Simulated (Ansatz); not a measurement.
**Is this FeNi3 structure stable?**

It was relaxed at this level from a Materials Project cell.

Theory: DFT PBE, scalar-relativistic, plane waves, PAW (Ansatz). Plane waves to 420 eV, an 18×18×18 mesh through Γ for the 4-atom cell and 0.10 eV Gaussian smearing; collinear spin.

```
Fe Ni
1.0
    -1.77065    1.77065    3.54446
     1.77065   -1.77065    3.54446
     1.77065    1.77065   -3.54446
Fe Ni
1 3
Direct
  0.00000 0.00000 0.00000
  0.50000 0.50000 0.00000
  0.75000 0.25000 0.50000
  0.25000 0.75000 0.50000
```

Energies over the elements count from the elements' standard structures at the same level, with no fitted energy shifts.

Question: These tests were run: energy against the elements; random kick, then relaxation without symmetry; phonons at Γ. What do they show?

Answer:

```csv
test,result
energy against the elements,−0.07 eV/atom
"random kick, then relaxation without symmetry",returns
phonons at Γ,lowest optical mode 201 cm⁻¹
```

It fails none of these tests. Competing phases weren't compared here. Phonons away from Γ weren't computed.

The magnetic state reached may not be the lowest. The kick test ran on a coarse mesh. The run for the phonons used an 18×18×18 k mesh and Gaussian smearing of 0.20 eV. The cell carries site moments Fe 2.8; Ni 0.6, 0.7 (×2) μB.
